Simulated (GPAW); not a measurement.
# Bi (Im-3m) in GPAW: further runs, part 2 of 2

GPAW 26.7.0.

**4. Relaxation of cell and atoms, PBEsol, target pressure 5 GPa, at which the enthalpy is minimised**

run.py

```python
from ase import Atoms
from ase.filters import FrechetCellFilter
from ase.io import write
from ase.optimize import BFGS
from ase.units import GPa
from gpaw import GPAW, PW, setup_paths

setup_paths.insert(0, '.')

atoms = Atoms(['Bi'],
              cell=[[-1.9814305318, 1.9814305318, 1.9814305318],
                    [1.9814305318, -1.9814305318, 1.9814305318],
                    [1.9814305318, 1.9814305318, -1.9814305318]],
              scaled_positions=[[0.0, 0.0, 0.0]],
              pbc=True)

calc = GPAW(mode=PW(600),
            xc='PBEsol',
            kpts={'size': (9, 9, 9), 'gamma': True},
            occupations={'name': 'fermi-dirac', 'width': 0.05},
            nbands=15,
            convergence={'density': 1e-05, 'forces': 0.0001},
            maxiter=150,
            txt='gpaw.txt')
atoms.calc = calc
opt = BFGS(FrechetCellFilter(atoms, scalar_pressure=5 * GPa), trajectory='relax.traj', logfile='-')
done = opt.run(fmax=0.02, steps=60)
calc.write('gs.gpw')
write('result.traj', atoms)
print('Converged:', done)
print('Cell:', atoms.cell.cellpar().round(4))
print('Volume:', round(atoms.get_volume(), 4))
print(atoms.get_scaled_positions().round(5))
```

Potentials or basis: PAW data sets generated in the run's folder for this functional, pw.

Launch:

```
$ gpaw-setup -f PBEsol Bi
$ OMP_NUM_THREADS=1 python run.py
```

gpaw.txt:

```text
__  _  _
 | _ |_)|_||  |
 |__||  | ||/\| - 26.7.0

Input parameters:
  mode=PW(ecut=600.0),
  convergence={'density': 1e-05, 'forces': 0.0001},
  kpts=MonkhorstPack(size=(9, 9, 9), gamma=True),
  maxiter=150,
  nbands=15,
  occupations=Occupations(name='fermi-dirac', width=0.05),
  xc=XC(name='PBEsol')

Diagonalizing LCAO Hamiltonian
Converting LCAO to pw mode

       Bi

Atoms  # Å, Bohr magnetons
|   | symbol |        x |        y |        z |    initial magnetic moments |
|---|--------|----------|----------|----------|-----------------------------|
| 0 |     Bi | 0.000000 | 0.000000 | 0.000000 | ( 0.0000,  0.0000,  0.0000) |

Unit cell  # Å
| periodic |         x |         y |         z |  lengths |     angles |
|----------|-----------|-----------|-----------|----------|------------|
|      yes | -1.981431 |  1.981431 |  1.981431 | 3.431938 | 109.471221 |
|      yes |  1.981431 | -1.981431 |  1.981431 | 3.431938 | 109.471221 |
|      yes |  1.981431 |  1.981431 | -1.981431 | 3.431938 | 109.471221 |

Number of symmetries: 48
Symmetry operations  # r_c * U_cc + t_c -> r_c
|    | kind |            matrix            |
|----|------|------------------------------|
|  0 |  σ   |  1, 1, 1,  0, 0,-1,  0,-1, 0 |
|  1 |  C4  |  1, 1, 1,  0, 0,-1, -1, 0, 0 |
|  2 |  C2  |  1, 1, 1,  0,-1, 0,  0, 0,-1 |
|  3 |  S6  |  1, 1, 1,  0,-1, 0, -1, 0, 0 |
|  4 |  S6  |  1, 1, 1, -1, 0, 0,  0, 0,-1 |
|  5 |  C4  |  1, 1, 1, -1, 0, 0,  0,-1, 0 |
|  6 |  E   |  1, 0, 0,  0, 1, 0,  0, 0, 1 |
|  7 |  σ   |  1, 0, 0,  0, 1, 0, -1,-1,-1 |
|  8 |  σ   |  1, 0, 0,  0, 0, 1,  0, 1, 0 |
|  9 |  C3  |  1, 0, 0,  0, 0, 1, -1,-1,-1 |
| 10 |  C3  |  1, 0, 0, -1,-1,-1,  0, 1, 0 |
| 11 |  σ   |  1, 0, 0, -1,-1,-1,  0, 0, 1 |
| 12 |  σ   |  0, 1, 0,  1, 0, 0,  0, 0, 1 |
| 13 |  C2  |  0, 1, 0,  1, 0, 0, -1,-1,-1 |
| 14 |  C3  |  0, 1, 0,  0, 0, 1,  1, 0, 0 |
| 15 |  S4  |  0, 1, 0,  0, 0, 1, -1,-1,-1 |
| 16 |  S4  |  0, 1, 0, -1,-1,-1,  1, 0, 0 |
[... 191 lines left out ...]
No gap
No difference between direct/indirect transitions

Stress tensor  # eV/Ang^3
|         x |         y |         z |
|-----------|-----------|-----------|
|  0.013000 | -0.000000 | -0.000000 |
| -0.000000 |  0.013000 | -0.000000 |
| -0.000000 | -0.000000 |  0.013000 |

Forces  # eV/Ang
|        x |        y |        z |
|----------|----------|----------|
| -0.00000 | -0.00000 | -0.00000 |  # Bi   0

Interpolating wave functions to new cell

       Bi

Atoms  # Å, Bohr magnetons
|   | symbol |         x |         y |         z |    initial magnetic moments |
|---|--------|-----------|-----------|-----------|-----------------------------|
| 0 |     Bi | -0.000000 | -0.000000 | -0.000000 | ( 0.0000,  0.0000,  0.0000) |

Unit cell  # Å
| periodic |         x |         y |         z |  lengths |     angles |
|----------|-----------|-----------|-----------|----------|------------|
|      yes | -1.942873 |  1.942873 |  1.942873 | 3.365155 | 109.471221 |
|      yes |  1.942873 | -1.942873 |  1.942873 | 3.365155 | 109.471221 |
|      yes |  1.942873 |  1.942873 | -1.942873 | 3.365155 | 109.471221 |

Number of symmetries: 48
Symmetry operations  # r_c * U_cc + t_c -> r_c
|    | kind |            matrix            |
|----|------|------------------------------|
|  0 |  σ   |  1, 1, 1,  0, 0,-1,  0,-1, 0 |
|  1 |  C4  |  1, 1, 1,  0, 0,-1, -1, 0, 0 |
|  2 |  C2  |  1, 1, 1,  0,-1, 0,  0, 0,-1 |
|  3 |  S6  |  1, 1, 1,  0,-1, 0, -1, 0, 0 |
|  4 |  S6  |  1, 1, 1, -1, 0, 0,  0, 0,-1 |
|  5 |  C4  |  1, 1, 1, -1, 0, 0,  0,-1, 0 |
|  6 |  E   |  1, 0, 0,  0, 1, 0,  0, 0, 1 |
|  7 |  σ   |  1, 0, 0,  0, 1, 0, -1,-1,-1 |
|  8 |  σ   |  1, 0, 0,  0, 0, 1,  0, 1, 0 |
|  9 |  C3  |  1, 0, 0,  0, 0, 1, -1,-1,-1 |
| 10 |  C3  |  1, 0, 0, -1,-1,-1,  0, 1, 0 |
| 11 |  σ   |  1, 0, 0, -1,-1,-1,  0, 0, 1 |
| 12 |  σ   |  0, 1, 0,  1, 0, 0,  0, 0, 1 |
| 13 |  C2  |  0, 1, 0,  1, 0, 0, -1,-1,-1 |
| 14 |  C3  |  0, 1, 0,  0, 0, 1,  1, 0, 0 |
| 15 |  S4  |  0, 1, 0,  0, 0, 1, -1,-1,-1 |
| 16 |  S4  |  0, 1, 0, -1,-1,-1,  1, 0, 0 |
[... 192 lines left out ...]
No gap
No difference between direct/indirect transitions

Stress tensor  # eV/Ang^3
|         x |         y |         z |
|-----------|-----------|-----------|
| -0.008139 |  0.000000 |  0.000000 |
|  0.000000 | -0.008139 | -0.000000 |
|  0.000000 | -0.000000 | -0.008139 |

Forces  # eV/Ang
|        x |        y |       z |
|----------|----------|---------|
| -0.00000 | -0.00000 | 0.00000 |  # Bi   0

Interpolating wave functions to new cell

       Bi

Atoms  # Å, Bohr magnetons
|   | symbol |         x |        y |        z |    initial magnetic moments |
|---|--------|-----------|----------|----------|-----------------------------|
| 0 |     Bi | -0.000000 | 0.000000 | 0.000000 | ( 0.0000,  0.0000,  0.0000) |

Unit cell  # Å
| periodic |         x |         y |         z |  lengths |     angles |
|----------|-----------|-----------|-----------|----------|------------|
|      yes | -1.906252 |  1.906252 |  1.906252 | 3.301726 | 109.471221 |
|      yes |  1.906252 | -1.906252 |  1.906252 | 3.301726 | 109.471221 |
|      yes |  1.906252 |  1.906252 | -1.906252 | 3.301726 | 109.471221 |

Number of symmetries: 48
Symmetry operations  # r_c * U_cc + t_c -> r_c
|    | kind |            matrix            |
|----|------|------------------------------|
|  0 |  σ   |  1, 1, 1,  0, 0,-1,  0,-1, 0 |
|  1 |  C4  |  1, 1, 1,  0, 0,-1, -1, 0, 0 |
|  2 |  C2  |  1, 1, 1,  0,-1, 0,  0, 0,-1 |
|  3 |  S6  |  1, 1, 1,  0,-1, 0, -1, 0, 0 |
|  4 |  S6  |  1, 1, 1, -1, 0, 0,  0, 0,-1 |
|  5 |  C4  |  1, 1, 1, -1, 0, 0,  0,-1, 0 |
|  6 |  E   |  1, 0, 0,  0, 1, 0,  0, 0, 1 |
|  7 |  σ   |  1, 0, 0,  0, 1, 0, -1,-1,-1 |
|  8 |  σ   |  1, 0, 0,  0, 0, 1,  0, 1, 0 |
|  9 |  C3  |  1, 0, 0,  0, 0, 1, -1,-1,-1 |
| 10 |  C3  |  1, 0, 0, -1,-1,-1,  0, 1, 0 |
| 11 |  σ   |  1, 0, 0, -1,-1,-1,  0, 0, 1 |
| 12 |  σ   |  0, 1, 0,  1, 0, 0,  0, 0, 1 |
| 13 |  C2  |  0, 1, 0,  1, 0, 0, -1,-1,-1 |
| 14 |  C3  |  0, 1, 0,  0, 0, 1,  1, 0, 0 |
| 15 |  S4  |  0, 1, 0,  0, 0, 1, -1,-1,-1 |
| 16 |  S4  |  0, 1, 0, -1,-1,-1,  1, 0, 0 |
[... 192 lines left out ...]
No gap
No difference between direct/indirect transitions

Stress tensor  # eV/Ang^3
|         x |         y |         z |
|-----------|-----------|-----------|
| -0.033590 |  0.000000 |  0.000000 |
|  0.000000 | -0.033590 |  0.000000 |
|  0.000000 |  0.000000 | -0.033590 |

Forces  # eV/Ang
|        x |       y |        z |
|----------|---------|----------|
| -0.00000 | 0.00000 | -0.00000 |  # Bi   0

Interpolating wave functions to new cell

       Bi

Atoms  # Å, Bohr magnetons
|   | symbol |         x |        y |        z |    initial magnetic moments |
|---|--------|-----------|----------|----------|-----------------------------|
| 0 |     Bi | -0.000000 | 0.000000 | 0.000000 | ( 0.0000,  0.0000,  0.0000) |

Unit cell  # Å
| periodic |         x |         y |         z |  lengths |     angles |
|----------|-----------|-----------|-----------|----------|------------|
|      yes | -1.909478 |  1.909478 |  1.909478 | 3.307314 | 109.471221 |
|      yes |  1.909478 | -1.909478 |  1.909478 | 3.307314 | 109.471221 |
|      yes |  1.909478 |  1.909478 | -1.909478 | 3.307314 | 109.471221 |

Number of symmetries: 48
Symmetry operations  # r_c * U_cc + t_c -> r_c
|    | kind |            matrix            |
|----|------|------------------------------|
|  0 |  σ   |  1, 1, 1,  0, 0,-1,  0,-1, 0 |
|  1 |  C4  |  1, 1, 1,  0, 0,-1, -1, 0, 0 |
|  2 |  C2  |  1, 1, 1,  0,-1, 0,  0, 0,-1 |
|  3 |  S6  |  1, 1, 1,  0,-1, 0, -1, 0, 0 |
|  4 |  S6  |  1, 1, 1, -1, 0, 0,  0, 0,-1 |
|  5 |  C4  |  1, 1, 1, -1, 0, 0,  0,-1, 0 |
|  6 |  E   |  1, 0, 0,  0, 1, 0,  0, 0, 1 |
|  7 |  σ   |  1, 0, 0,  0, 1, 0, -1,-1,-1 |
|  8 |  σ   |  1, 0, 0,  0, 0, 1,  0, 1, 0 |
|  9 |  C3  |  1, 0, 0,  0, 0, 1, -1,-1,-1 |
| 10 |  C3  |  1, 0, 0, -1,-1,-1,  0, 1, 0 |
| 11 |  σ   |  1, 0, 0, -1,-1,-1,  0, 0, 1 |
| 12 |  σ   |  0, 1, 0,  1, 0, 0,  0, 0, 1 |
| 13 |  C2  |  0, 1, 0,  1, 0, 0, -1,-1,-1 |
| 14 |  C3  |  0, 1, 0,  0, 0, 1,  1, 0, 0 |
| 15 |  S4  |  0, 1, 0,  0, 0, 1, -1,-1,-1 |
| 16 |  S4  |  0, 1, 0, -1,-1,-1,  1, 0, 0 |
[... 190 lines left out ...]
No gap
No difference between direct/indirect transitions

Stress tensor  # eV/Ang^3
|         x |         y |         z |
|-----------|-----------|-----------|
| -0.031032 |  0.000000 |  0.000000 |
|  0.000000 | -0.031032 |  0.000000 |
|  0.000000 |  0.000000 | -0.031032 |

Forces  # eV/Ang
|        x |       y |        z |
|----------|---------|----------|
| -0.00000 | 0.00000 | -0.00000 |  # Bi   0

# Writing to gs.gpw (mode='')
```

Run time: 36 s. Hardware: 1 thread of Arm Neoverse V1, shared host; peak memory 0.17 GiB.

Results:

| Item | Value |
| --- | --- |
| Free energy | -4.9983 eV |
| Relaxed volume | 27.85 Å³/atom |
| Relaxed cell | a = 3.307 Å, b = 3.307 Å, c = 3.307 Å, α = 109.47°, β = 109.47°, γ = 109.47° |
| Space group after relaxing (to 0.05 Å) | Im-3m (No. 229) |
| Energy change on relaxing (the enthalpy is what falls) | +24.0 meV/atom |
| Ionic steps | 4 |
| Pressure after relaxing | 5.0 GPa |
| Band gap on the k mesh | none (metal or under the smearing width) |

Step by step:
```
step  energy change (eV)  largest force (eV/Å)  pressure (GPa)  volume (Å³)
   1              0.0000                0.0000           -2.08        31.12
   2             -0.0043                0.0000            1.30        29.34
   3              0.0285                0.0000            5.38        27.71
   4              0.0240                0.0000            4.97        27.85
```

Final structure:
```
Bi
1.0
    -1.90948    1.90948    1.90948
     1.90948   -1.90948    1.90948
     1.90948    1.90948   -1.90948
Bi
1
Cartesian
  0.0000 0.0000 0.0000
```

Caveat: later steps reuse the first step's grids; spin-orbit coupling is left out, which moves the levels of the heavy elements.

**5. Relaxation of cell and atoms, PBEsol, target pressure 10 GPa, at which the enthalpy is minimised**

run.py: that of step 4 with these lines changed.

```diff
@@ -25,3 +25,3 @@
 atoms.calc = calc
-opt = BFGS(FrechetCellFilter(atoms, scalar_pressure=5 * GPa), trajectory='relax.traj', logfile='-')
+opt = BFGS(FrechetCellFilter(atoms, scalar_pressure=10 * GPa), trajectory='relax.traj', logfile='-')
 done = opt.run(fmax=0.02, steps=60)
```

Launch:

```
$ gpaw-setup -f PBEsol Bi
$ OMP_NUM_THREADS=1 python run.py
```

It took 37 s on 1 thread of Arm Neoverse V1, shared host; peak memory 0.17 GiB.

It converged, with:

| Property | Result |
| --- | --- |
| Free energy | -4.9314 eV |
| Relaxed volume | 26.39 Å³/atom |
| Relaxed cell | a = 3.248 Å, b = 3.248 Å, c = 3.248 Å, α = 109.47°, β = 109.47°, γ = 109.47° |
| Space group after relaxing (to 0.05 Å) | Im-3m (No. 229) |
| Energy change on relaxing (the enthalpy is what falls) | +90.1 meV/atom |
| Ionic steps | 4 |
| Pressure after relaxing | 9.9 GPa |
| Band gap on the k mesh | none (metal or under the smearing width) |

Step by step:
```tsv
step	energy change (eV)	largest force (eV/Å)	pressure (GPa)	volume (Å³)
1	0.0000	0.0000	-2.08	31.12
2	0.0158	0.0000	4.17	28.14
3	0.1138	0.0000	11.34	26.03
4	0.0901	0.0000	9.90	26.39
```

Final structure:
```
Bi
1.0
    -1.87549    1.87549    1.87549
     1.87549   -1.87549    1.87549
     1.87549    1.87549   -1.87549
Bi
1
Cartesian
  0.0000 0.0000 0.0000
```

Levels at points of the mesh, in eV from the Fermi level:
| k point | band 5 | band 6 | band 7 | band 8 | band 9 | band 10 |
| --- | --- | --- | --- | --- | --- | --- |
| (0.00, 0.00, 0.00) | -23.27 | -14.89 | 6.24 | 6.24 | 6.24 | 10.42 |

Caveat: later steps reuse the first step's grids; the volume moved by over 15 % at a fixed basis, so the end points are rough; spin-orbit coupling is left out, which moves the levels of the heavy elements.

**6. The runs side by side**

```csv
cell,target pressure,gap on the mesh (eV),pressure (GPa)
relaxed,-,none,0.0
relaxed to 2 GPa,2 GPa,none,2.1
relaxed to 5 GPa,5 GPa,none,5.0
relaxed to 10 GPa,10 GPa,none,9.9
```

Alike in all rows: task relaxation of cell and atoms; level PBEsol; potentials or basis PAW data sets generated in the run's folder for this functional, pw; no spin polarisation; k mesh 9 × 9 × 9; cutoff (eV) 600; smearing fermi-dirac 0.05 eV.

Caveats: later steps reuse the first step's grids; spin-orbit coupling is left out, which moves the levels of the heavy elements; the volume moved by over 15 % at a fixed basis, so the end points are rough (some runs).

Absolute energies hang on the potentials; compare differences alone.
